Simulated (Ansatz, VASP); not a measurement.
## Co2Si in VASP and in Ansatz

```
CELL_PARAMETERS angstrom
3.01398 0.00000 0.00000
0.00000 3.01398 0.00000
0.00000 0.00000 4.26632
ATOMIC_POSITIONS crystal
Co 0.00000 0.00000 0.78662
Co 0.00000 0.00000 0.21338
Si 0.50000 0.50000 0.50000
```

Alike in both runs: task single point; functional PBE; k mesh 6 × 6 × 4; occupations gaussian, width 0.1 eV; collinear spin.

|  | VASP | Ansatz |
| --- | --- | --- |
| version | VASP 6.6.1 | Ansatz 0.2.0 |
| potentials or method | VASP PAW PBE potentials, release 64 (Co, Si) | scalar-relativistic, plane waves, PAW |
| plane-wave cutoff (eV) | 520 | 420 |
| valence electrons in the cell | 22 | 38 |

```csv
,VASP,Ansatz,Ansatz less VASP
gap on the k mesh at the Fermi level (eV),none,none,-
pressure (GPa),2.3,4.8,+2.52
largest component of the traceless stress (GPa),47.54,52.01,+4.467
rms of the force components (eV/Å),2.870,3.266,+0.3966
net moment per atom (μB),0.54,0.52,-0.012
size of the moment on the site where the two differ most (μB),0.85,0.78,-0.065
```

Site moments also hang on the region over which each program counts them. Atom by atom the forces differ by 0.397 eV/Å (rms over components). A gap of «none» marks a metal or a gap that the smearing closes. The two sets of potentials don't hold the same shells in valence.

Caveats: the k mesh is coarse (spacing up to 0.37 Å⁻¹), so the values aren't converged; forces of over 1 eV/Å show positions far from the minimum, so gaps and moduli don't describe the material at rest.
